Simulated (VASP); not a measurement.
# Nb in VASP: work function with PBEsol

Aim: the work function of Nb with PBEsol.

Program: VASP 6.6.1. These are calculated values, not measurements. Logs are shortened: lines on timing, memory, paths and dates and some standing lists are left out, and cuts for length are marked.

## Step 1: The structure

The cell holds a slab with vacuum, 9 atoms: a = 3.300 Å, b = 2.858 Å, c = 34.668 Å, α = 90.00°, β = 90.00°, γ = 54.74°.

The cell was built by a generator and needn't be a form met in nature.

## Step 2: Work function, PBEsol

INCAR

```
SYSTEM = Nb
PREC = Accurate
ENCUT = 520
EDIFF = 1E-6
ISMEAR = 1
SIGMA = 0.1
LREAL = .False.
LASPH = .True.
NELM = 80
ALGO = Normal
ISIF = 2
LWAVE = .False.
LCHARG = .False.
LDIPOL = .True.
IDIPOL = 3
DIPOL = 0.5 0.5 0.500
GGA = PS
LVHAR = .True.
LVACPOTAV = .True.
```

KPOINTS

```
Automatic mesh
0
Gamma
  14 14 1
  0 0 0
```

POSCAR

```
Nb
1.0
    3.3000000000      0.0000000000      0.0000000000
    1.6500000000      2.3334523780      0.0000000000
    0.0000000000      0.0000000000     34.6676190225
Nb
9
Direct
    0.0000000000      0.0000000000      0.2307628913
   -0.5000000000      1.0000000000      0.2980721685
    0.0000000000      0.0000000000      0.3653814456
   -0.5000000000      1.0000000000      0.4326907228
    0.0000000000      0.0000000000      0.5000000000
   -0.5000000000      1.0000000000      0.5673092772
    0.0000000000      0.0000000000      0.6346185544
   -0.5000000000      1.0000000000      0.7019278315
    0.0000000000      0.0000000000      0.7692371087
```

Potentials or basis: VASP PAW PBE potentials, release 64 (Nb_sv).

Launch:

```bash
cat potpaw_PBE.64/Nb_sv/POTCAR > POTCAR
mpirun -np 1 vasp_std > vasp.out
```

OUTCAR:

```text
SYSTEM = Nb
   PREC = Accurate
   ENCUT = 520
   EDIFF = 1E-6
   ISMEAR = 1
   LREAL = .False.
   LASPH = .True.
   NELM = 80
   ISIF = 2
   GGA = PS

 ion  position               nearest neighbor table
   1  0.000  0.000  0.231-   2 2.86   2 2.86
   2  0.500  0.000  0.298-   3 2.86   3 2.86   1 2.86   1 2.86
   3  0.000  0.000  0.365-   2 2.86   2 2.86   4 2.86   4 2.86
   4  0.500  0.000  0.433-   3 2.86   3 2.86   5 2.86   5 2.86
   5  0.000  0.000  0.500-   4 2.86   6 2.86   4 2.86   6 2.86
   6  0.500  0.000  0.567-   7 2.86   7 2.86   5 2.86   5 2.86
   7  0.000  0.000  0.635-   8 2.86   8 2.86   6 2.86   6 2.86
   8  0.500  0.000  0.702-   7 2.86   7 2.86   9 2.86   9 2.86
   9  0.000  0.000  0.769-   8 2.86   8 2.86

  LATTYP: Found a base centered orthorhombic cell.
 ALAT       =     3.3000000000
 B/A-ratio  =     1.4142135624
 C/A-ratio  =    10.5053390977

  Lattice vectors:

 A1 = (   1.6500000000,  -2.3334523780,   0.0000000000)
 A2 = (   1.6500000000,   2.3334523780,   0.0000000000)
 A3 = (   0.0000000000,   0.0000000000,  34.6676190225)

Analysis of symmetry for initial positions (statically):
=====================================================================
 Subroutine PRICEL returns:
 Original cell was already a primitive cell.

 Routine SETGRP: Setting up the symmetry group for a
 base centered orthorhombic supercell.

 Subroutine GETGRP returns: Found  8 space group operations
 (whereof  8 operations were pure point group operations)
 out of a pool of  8 trial point group operations.

The static configuration has the point symmetry D_2h.

Analysis of symmetry for dynamics (positions and initial velocities):
=====================================================================
 Subroutine PRICEL returns:
 Original cell was already a primitive cell.

 Routine SETGRP: Setting up the symmetry group for a
 base centered orthorhombic supercell.

 Subroutine GETGRP returns: Found  8 space group operations
 (whereof  8 operations were pure point group operations)
 out of a pool of  8 trial point group operations.

The dynamic configuration has the point symmetry D_2h.

 Subroutine INISYM returns: Found  8 space group operations
 (whereof  8 operations are pure point group operations),
 and found     1 'primitive' translations

----------------------------------------------------------------------------------------

                                     Primitive cell

  volume of cell :     266.9543

  direct lattice vectors                    reciprocal lattice vectors
     3.300000000  0.000000000  0.000000000     0.303030303 -0.214274782  0.000000000
     1.650000000  2.333452378  0.000000000     0.000000000  0.428549564  0.000000000
     0.000000000  0.000000000 34.667619022     0.000000000  0.000000000  0.028845361

  length of vectors
     3.300000000  2.857883833 34.667619022     0.371134810  0.428549564  0.028845361

  position of ions in fractional coordinates (direct lattice)
     0.000000000  0.000000000  0.230762891
     0.500000000  0.000000000  0.298072168
     0.000000000  0.000000000  0.365381446
     0.500000000  0.000000000  0.432690723
     0.000000000  0.000000000  0.500000000
     0.500000000  0.000000000  0.567309277
     0.000000000  0.000000000  0.634618554
     0.500000000  0.000000000  0.701927832
     0.000000000  0.000000000  0.769237109

  ion indices of the primitive-cell ions
   primitive index   ion index
                 1           1
                 2           2
                 3           3
                 4           4
                 5           5
                 6           6
                 7           7
                 8           8
                 9           9

----------------------------------------------------------------------------------------

 KPOINTS: Automatic mesh

Automatic generation of k-mesh.
 Grid dimensions read from file:
 generate k-points for:   14   14    1

 Generating k-lattice:

  Cartesian coordinates                     Fractional coordinates (reciprocal lattice)
     0.021645022 -0.015305342  0.000000000     0.071428571  0.000000000  0.000000000
     0.000000000  0.030610683  0.000000000     0.000000000  0.071428571  0.000000000
     0.000000000  0.000000000  0.028845361     0.000000000  0.000000000  1.000000000

  Length of vectors
     0.026509629  0.030610683  0.028845361

  Shift w.r.t. Gamma in fractional coordinates (k-lattice)
     0.000000000  0.000000000  0.000000000

 Subroutine IBZKPT returns following result:
 ===========================================

 Found     57 irreducible k-points:

 Following reciprocal coordinates:
            Coordinates               Weight
  0.000000  0.000000  0.000000      1.000000
  0.071429  0.000000  0.000000      4.000000
  0.142857  0.000000  0.000000      4.000000
  0.214286  0.000000  0.000000      4.000000
  0.285714  0.000000  0.000000      4.000000
  0.357143  0.000000  0.000000      4.000000
[... 16 lines left out ...]
  0.285714  0.142857  0.000000      2.000000
  0.357143  0.142857  0.000000      4.000000
 [... further k-points ...]
   k-points           NKPTS =     57   k-points in BZ     NKDIM =     57   number of bands    NBANDS=     70
   number of dos      NEDOS =    301   number of ions     NIONS =      9
   total plane-waves  NPLWV = 181440
   dimension x,y,z NGX =    28 NGY =   24 NGZ =  270
   dimension x,y,z NGXF=    56 NGYF=   48 NGZF=  540
   ions per type =               9
   NGX,Y,Z   is equivalent  to a cutoff of  14.11, 13.96, 12.95 a.u.
   NGXF,Y,Z  is equivalent  to a cutoff of  28.21, 27.92, 25.90 a.u.
 SYSTEM =  Nb
   PREC   = accura    normal or accurate (medium, high low for compatibility)
   ISTART =      0    job   : 0-new  1-cont  2-samecut
   ICHARG =      2    charge: 1-file 2-atom 10-const
   ISPIN  =      1    spin polarized calculation?
   LNONCOLLINEAR =      F non collinear calculations
   LSORBIT =      F    spin-orbit coupling
   LASPH  =      T    aspherical Exc in radial PAW
   ENCUT  =  520.0 eV  38.22 Ry    6.18 a.u.   6.14  5.31 64.46*2*pi/ulx,y,z
   NELM   =     80;   NELMIN=  2; NELMDL= -5     # of ELM steps
   EDIFF  = 0.1E-05   stopping-criterion for ELM
   LREAL  =      F    real-space projection
   EDIFFG = 0.1E-04   stopping-criterion for IOM
   NSW    =      0    number of steps for IOM
   IBRION =     -1    ionic relax: 0-MD 1-quasi-New 2-CG
   NFREE  =      0    steps in history (QN), initial steepest desc. (CG)
   ISIF   =      2    stress and relaxation
   ISYM   =      2    0-nonsym 1-usesym 2-fastsym
   POTIM  = 0.5000    time-step for ionic-motion
   TEBEG  =    0.0;   TEEND  =   0.0 temperature during run
   PSTRESS=    0.0 pullay stress
   NELECT =     117.0000    total number of electrons
   NUPDOWN=      -1.0000    fix difference up-down
   EMIN   =  10.00;   EMAX   =-10.00  energy-range for DOS
   EFERMI =   0.00;   METHOD = LEGACY
   ISMEAR =     1;   SIGMA  =   0.10  broadening in eV -4-tet -1-fermi 0-gaus
   EFERMI_NEDOS =   21; number of points for ismear=-14 and -15
   IALGO  =     38    algorithm
   IMIX   =      4    mixing-type and parameters
     AMIX     =   0.40;   BMIX     =  1.00
     AMIX_MAG =   1.60;   BMIX_MAG =  1.00
  volume/ion in A,a.u.               =      29.66       200.17
  Fermi-wavevector in a.u.,A,eV,Ry     =   1.243534  2.349939 21.039749  1.546378
  Thomas-Fermi vector in A             =   2.377841
   LORBIT       =      0    0 simple, 1 ext, 2 COOP (PROOUT), +10 PAW based schemes
   GGA     = PS    functional components
   LHFCALC =     F    Hartree Fock is set to
   AEXX    =    0.0000 exact exchange contribution
   IVDW    =     0    specifies the selected vdW correction
   LEPSILON=     F    determine dielectric tensor
   LRPA    =     F    only Hartree local field effects (RPA)
 non-spin polarized calculation
 Methfessel and Paxton  Order N= 1 SIGMA  =   0.10
  energy-cutoff  :      520.00
  volume of cell :      266.95
 maximum number of plane-waves:      7239
 NGX is ok and might be reduce to    28
   NGX = 13   NGY = 11   NGZ =129

 dipolmoment           0.000000      0.000000     -0.000000 electrons x Angstroem

 number of electron     117.0000005 magnetization

 dipolmoment           0.000000      0.000000      0.000000 electrons x Angstroem

 Free energy of the ion-electron system (eV)
  ---------------------------------------------------
  ext. energy  EPLUGINS =         0.00000000
  ---------------------------------------------------
  free energy    TOTEN  =       -96.17547009 eV

  energy without entropy =      -96.17318817  energy(sigma->0) =      -96.17470945

 E-fermi :   4.9880     XC(G=0):  -8.2874

 val. band max:        4.9846495091   @ k =   0.5000   0.2143   0.0000
 cond. band min:       4.9883645527   @ k =   0.2857   0.0714   0.0000
 fundamental gap:      0.0037150436
 Fermi energy:         4.9879517630

 k-point     1 :       0.0000    0.0000    0.0000
  band No.  band energies     occupation
      1     -49.5325      2.00000
      2     -49.5325      2.00000
      3     -49.2718      2.00000
      4     -49.2630      2.00000
      5     -49.2216      2.00000
      6     -49.1739      2.00000
[... 62 lines left out ...]
     69       7.6078      0.00000
     70       7.7003      0.00000

 k-point     2 :       0.0714    0.0000    0.0000
  band No.  band energies     occupation
      1     -49.5258      2.00000
      2     -49.5258      2.00000
      3     -49.2636      2.00000
      4     -49.2554      2.00000
      5     -49.2144      2.00000
      6     -49.1678      2.00000
[... 62 lines left out ...]
     69       7.4844      0.00000
     70       7.5872      0.00000

 k-point     3 :       0.1429    0.0000    0.0000
  band No.  band energies     occupation
      1     -49.5072      2.00000
      2     -49.5072      2.00000
      3     -49.2401      2.00000
      4     -49.2338      2.00000
      5     -49.1937      2.00000
      6     -49.1506      2.00000
[... 1522 lines left out ...]
     69       7.2187      0.00000
     70       7.6931      0.00000

 k-point    24 :       0.3571    0.1429    0.0000
  band No.  band energies     occupation
      1     -49.4480      2.00000
      2     -49.4480      2.00000
      3     -49.1611      2.00000
      4     -49.1605      2.00000
      5     -49.1164      2.00000
      6     -49.0943      2.00000
[... 62 lines left out ...]
     69       7.4300      0.00000
     70       7.4710      0.00000

 [... further k-points ...]

------------------------ aborting loop because EDIFF is reached ----------------------------------------

  FORCE on cell =-STRESS in cart. coord.  units (eV):
  Direction    XX          YY          ZZ          XY          YZ          ZX
  --------------------------------------------------------------------------------------
  -------------------------------------------------------------------------------------
  Total       -8.0811653     -8.8532009     -6.8105139     -0.0000000      0.0000000      0.0000000
  in kB      -48.5006629    -53.1341824    -40.8746052     -0.0000000      0.0000000      0.0000000
  external PRESSURE =     -47.5031502 kB  Pullay stress =       0.0000000 kB

 VOLUME and BASIS-vectors are now :
 -----------------------------------------------------------------------------
  energy-cutoff  :      520.00
  volume of cell :      266.95
      direct lattice vectors                 reciprocal lattice vectors
     3.300000000  0.000000000  0.000000000     0.303030303 -0.214274782  0.000000000
     1.650000000  2.333452378  0.000000000     0.000000000  0.428549564  0.000000000
     0.000000000  0.000000000 34.667619022     0.000000000  0.000000000  0.028845361

 POSITION                                       TOTAL-FORCE (eV/Angst)
 -----------------------------------------------------------------------------------
      0.00000      0.00000      8.00000         0.000000      0.000000      0.630358
      1.65000      0.00000     10.33345         0.000000      0.000000     -0.374553
      0.00000      0.00000     12.66690         0.000000      0.000000      0.018497
      1.65000      0.00000     15.00036        -0.000000      0.000000     -0.002645
      0.00000      0.00000     17.33381         0.000000      0.000000      0.000000
      1.65000      0.00000     19.66726         0.000000     -0.000000      0.002645
      0.00000      0.00000     22.00071        -0.000000      0.000000     -0.018497
      1.65000      0.00000     24.33417        -0.000000      0.000000      0.374553
      0.00000      0.00000     26.66762        -0.000000      0.000000     -0.630358
 -----------------------------------------------------------------------------------
    total drift:                                0.000000      0.000000      0.000000

  FREE ENERGIE OF THE ION-ELECTRON SYSTEM (eV)
  ---------------------------------------------------
  free  energy   TOTEN  =       -96.1754700907 eV

  energy  without entropy=      -96.1731881678  energy(sigma->0) =      -96.17470945

 vacuum level on the upper side and lower side of the slab         9.655         9.655
```

It took 49 min on 1 thread of Intel Xeon Platinum 8488C (Sapphire Rapids), shared host; peak memory 0.9 GiB.

What came out:

```
Free energy                     : -96.1755 eV
Largest force                   : 0.630 eV/Å
Band gap on the k mesh          : none (metal or under the smearing width)
Work function of the upper face : 4.67 eV
Work function of the lower face : 4.67 eV
```

Forces in eV/Å, atoms in the order of the input:
```
Nb   0.000  0.000  0.630
Nb   0.000  0.000 -0.375
Nb   0.000  0.000  0.018
Nb   0.000  0.000 -0.003
Nb   0.000  0.000  0.000
Nb   0.000  0.000  0.003
Nb   0.000  0.000 -0.018
Nb   0.000  0.000  0.375
Nb   0.000  0.000 -0.630
```

Levels at points of the mesh, in eV from the Fermi level:
```tsv
k point	band 55	band 56	band 57	band 58	band 59	band 60	band 61	band 62
(0.00, 0.00, 0.00)	0.01	0.09	0.09	0.26	0.30	0.32	0.35	0.47
(0.50, 0.00, 0.00)	-0.23	-0.08	0.21	0.54	0.93	1.28	1.75	1.94
(0.00, 0.50, 0.00)	-0.02	0.10	0.87	1.14	1.68	1.77	1.91	2.03
```

Caveat: the PAW data sets were made with another functional, which shifts forces and pressure a little.
